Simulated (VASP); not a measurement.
**TiO2: dielectric tensor with PBE**

The system is TiO2.

```
CELL_PARAMETERS angstrom
4.59984 0.00000 0.00000
0.00000 4.59984 0.00000
0.00000 0.00000 2.95921
ATOMIC_POSITIONS crystal
Ti 0.00000 0.00000 0.50000
Ti 0.50000 0.50000 0.00000
O 0.30432 0.30432 0.50000
O 0.19568 0.80432 0.00000
O 0.80432 0.19568 0.00000
O 0.69568 0.69568 0.50000
```

The cell is a database's computed one.

| Item | Value |
| --- | --- |
| Program | VASP 6.6.1 |
| Task | dielectric tensor |
| Functional | PBE |
| Potentials or basis | VASP PAW PBE potentials, release 64 (Ti_sv, O) |
| Cutoff | 800 eV |
| k mesh | 7 × 7 × 11 |
| Occupations | gaussian, width 0.01 eV |
| Spin | no spin polarisation |
| Further INCAR settings | ALGO = Normal; EDIFF = 1e-08 |

* Band gap on the k mesh: 1.84 eV, direct
* Electronic dielectric tensor (diagonal): 7.43, 7.43, 8.84
* Born charges (mean of the diagonal): Ti +6.78; O -3.39 e

Levels at points of the mesh, in eV from the valence-band top:
```tsv
k point	band 20	band 21	band 22	band 23	band 24	band 25	band 26	band 27	band 28
(0.00, 0.00, 0.00)	-1.99	-0.71	-0.46	-0.46	0.00	1.84	2.13	2.37	2.47
```

Electronic dielectric tensor:
```
7.43 0.00 0.00
0.00 7.43 0.00
0.00 0.00 8.84
```

Born effective charge tensors (e):
atom 1, Ti
```
6.33 1.03 0.00
1.03 6.33 0.00
0.00 0.00 7.69
```
atom 2, Ti
```
 6.33 -1.03  0.00
-1.03  6.33  0.00
 0.00  0.00  7.69
```
atom 3, O
```
-3.16 -1.81  0.00
-1.81 -3.16  0.00
 0.00  0.00 -3.85
```
atom 4, O
```
-3.16  1.81  0.00
 1.81 -3.16  0.00
 0.00  0.00 -3.85
```
atom 5, O
```
-3.16  1.81  0.00
 1.81 -3.16  0.00
 0.00  0.00 -3.85
```
atom 6, O
```
-3.16 -1.81  0.00
-1.81 -3.16  0.00
 0.00  0.00 -3.85
```

Wall time 45 min on 1 thread of AMD EPYC 9R45 96-Core Processor (Zen 5), with other jobs on the host, peak memory 0.78 GiB.

The gap isn't set beside the measured one, since this odd mesh misses points on the zone boundary.

Caveat: an odd mesh through Γ misses points on the zone boundary, where band edges often lie.
